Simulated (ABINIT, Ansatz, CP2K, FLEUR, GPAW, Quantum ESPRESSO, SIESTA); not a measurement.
GaN: band gap by level of theory

**What was measured.** The band gap of GaN (P6_3mc) is reported as 3.5 eV at 1.6 K (a printed reference work). The runs below try to reproduce it.

```cif
data_structure
_symmetry_space_group_name_H-M 'P6_3mc'
_symmetry_Int_Tables_number 186
_cell_length_a 3.1800
_cell_length_b 3.1800
_cell_length_c 5.1660
_cell_angle_alpha 90.000
_cell_angle_beta 90.000
_cell_angle_gamma 120.000
_cell_volume 45.24
loop_
_atom_site_label
_atom_site_type_symbol
_atom_site_symmetry_multiplicity
_atom_site_Wyckoff_symbol
_atom_site_fract_x
_atom_site_fract_y
_atom_site_fract_z
_atom_site_occupancy
Ga1 Ga 2 b 0.66667 0.33333 0.50000 1
N1 N 2 b 0.66667 0.33333 0.87500 1
```

| rung | level | program and potentials | cutoff (eV) | k mesh | task | spin | core time | chip | band gap (eV) | miss (eV) | notes |
| --- | --- | --- | --- | --- | --- | --- | --- | --- | --- | --- | --- |
| LDA | LDA | Ansatz, all-electron LAPW, scalar-relativistic | - | 10 × 10 × 5 | band structure | off | 68 s | Arm Neoverse V1 | 1.98 | -1.52 | - |
| GGA | PBEsol | Ansatz, all-electron LAPW, scalar-relativistic | - | 10 × 10 × 5 | band structure | off | 71 s | Arm Neoverse V1 | 1.92 | -1.58 | - |
| GGA | PBE | Quantum ESPRESSO, SG15 PBE 1.2 | 952 | 10 × 10 × 5 | band structure | off | 77 s | AMD EPYC 7B13 Zen 3 | 2.03 | -1.47 | 9 valence electrons an atom on average |
| GGA | PBE | Quantum ESPRESSO, Ansatz NC SR PBE | 1238 | 10 × 10 × 5 | band structure | off | 80 s | AMD EPYC 7B13 Zen 3 | 1.99 | -1.51 | 9 valence electrons an atom on average |
| GGA | PBEsol | Ansatz, all-electron LAPW, inner shells corrected to Dirac's equation | - | 10 × 10 × 5 | band structure | off | 87 s | Intel Xeon Skylake/Cascade Lake | 1.92 | -1.58 | - |
| GGA | PBE | CP2K, POTENTIAL_UZH Ga GTH-PBE-q13, N GTH-PBE-q5; TZVP-MOLOPT-PBE-GTH basis | - | 10 × 10 × 5 | band structure | off | 2 min | Arm Neoverse V2 | 1.94 | -1.56 | atomic basis; 9 valence electrons an atom on average |
| LDA | LDA | ABINIT, JTH PAW PBE v2.0 | 844 | 10 × 10 × 5 | band structure | off | 2.6 min | Arm Neoverse V1 | 1.98 | -1.52 | potentials made for PBE; 9 valence electrons an atom on average |
| GGA | PBE | ABINIT, JTH PAW PBE v2.0 | 844 | 10 × 10 × 5 | band structure | off | 2.7 min | Arm Neoverse V1 | 1.96 | -1.54 | 9 valence electrons an atom on average |
| GGA | BLYP | ABINIT, JTH PAW PBE v2.0 | 844 | 10 × 10 × 5 | band structure | off | 2.7 min | Arm Neoverse V1 | 2.08 | -1.42 | potentials made for PBE; 9 valence electrons an atom on average |
| GGA | RPBE | ABINIT, JTH PAW PBE v2.0 | 844 | 10 × 10 × 5 | band structure | off | 2.8 min | Arm Neoverse V1 | 2.00 | -1.50 | potentials made for PBE; 9 valence electrons an atom on average |
| GGA | revPBE | ABINIT, JTH PAW PBE v2.0 | 844 | 10 × 10 × 5 | band structure | off | 2.9 min | Arm Neoverse V1 | 1.98 | -1.52 | potentials made for PBE; 9 valence electrons an atom on average |
| GGA | AM05 | ABINIT, JTH PAW PBE v2.0 | 844 | 10 × 10 × 5 | band structure | off | 2.9 min | Arm Neoverse V1 | 2.00 | -1.50 | potentials made for PBE; 9 valence electrons an atom on average |
| GGA | PBEsol | Ansatz, all-electron LAPW, relativistic spinors | - | 8 × 8 × 4 | band structure | SOC, no magnetisation | 3.1 min | Arm Neoverse V2 | 1.92 | -1.58 | - |
| model potential | TB-mBJ | GPAW, GPAW PAW data sets for LDA (gpaw-data 1.2.1) | 800 | 8 × 8 × 4 | single point | off | 4.9 min | Intel Xeon Skylake/Cascade Lake | 3.50 | +0.00 | potentials made for LDA; 4 valence electrons an atom on average |
| GGA | PBEsol | FLEUR, all-electron, FLAPW | - | 10 × 10 × 5 | band structure | off | 5.9 min | AMD EPYC 7R43 Zen 3 | 1.92 | -1.58 | - |
| GGA | PBE | SIESTA, files PseudoDojo fr-pbe-0.4-standard, DZP (energy shift 0.003 Ry; two zetas on semicore shells) | - | 10 × 10 × 5 | band structure | non-collinear, zero start, SOC | 8.5 min | Arm Neoverse V2 | 2.06 | -1.44 | atomic basis; 9 valence electrons an atom on average |
| GGA | PBE | ABINIT, JTH PAW PBE v2.0 | 707 | 8 × 8 × 4 | band structure | SOC, no magnetisation | 11 min | Arm Neoverse V1 | 1.96 | -1.54 | 9 valence electrons an atom on average |
| GGA | PBE | Quantum ESPRESSO, PseudoDojo 0.4 FR PBE standard | 1143 | 10 × 10 × 5 | band structure | SOC, no magnetisation | 11 min | Intel Xeon Platinum 8223CL Skylake/Cascade Lake | 2.00 | -1.50 | 9 valence electrons an atom on average |

Times are single runs on shared hosts and different chips, so they are rough; meshes, cutoffs and the tasks' sizes weigh on the time. Gaps are the least found on the k mesh or the band path, and a mesh can miss the band edges. The cell comes from a database and isn't always the measured one. Meshes differ between rows, which moves values too. All levels ran on this one cell, unrelaxed unless noted. Meshes are those of the run's cell of 4 atoms unless a note names another. Misses use the values as printed. Runs on faulty files, with rough fits or with known faults for this quantity aren't shown.

By rung: LDA 1.98; GGA 1.92 to 2.08; GGA with SOC 1.92 to 2.00; model potential 3.50; GGA in atomic bases 1.94; GGA with SOC in atomic bases 2.06 (eV). Measured: 3.5 eV at 1.6 K (a printed reference work). Closest, coarse meshes and atomic bases left aside, is TB-mBJ (+0.00 eV). LDA and GGA gaps fall short mostly because these functionals lack the derivative discontinuity; the runs are for a static lattice, while measurements hold temperature and zero-point motion.
